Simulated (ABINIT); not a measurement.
Mg, 2 atoms in the cell. Symmetry: P6_3/mmc, No. 194, hexagonal system. Conventional cell: a = 3.209 Å, b = 3.209 Å, c = 5.210 Å, α = 90.00°, β = 90.00°, γ = 120.00°. Mg (site symmetry -6m2) is surrounded by 12 Mg at 3.20 to 3.21 Å. 

- Program: ABINIT 10.8.3 (patched build)
- Task: equation of state
- Functional: PBEsol
- Potentials or basis: JTH PAW PBE v2.0
- Cutoff: 408 eV
- k mesh: 10 × 10 × 5
- Occupations: fermi-dirac, width 0.05 eV
- Spin: no spin polarisation
- Fine-grid cutoff: 816.342 eV
- Exchange and correlation inside the PAW spheres: full angular mesh (pawxcdev 0, this build's default; the released program takes 1)

Potentials or basis: JTH PAW PBE v2.0.

Command:

```sh
$ abinit run.abi > log 2>&1
```

Hardware: 1 thread of Arm Neoverse V2, with other jobs on the host.

Task: Estimate the wall time of this run.

Result: It took 73 s on 1 thread of Arm Neoverse V2, with other jobs on the host, peak memory 0.13 GiB. Counts: scf iterations 50, mpi ranks 1, k points 42, bands 14, plane waves 828.
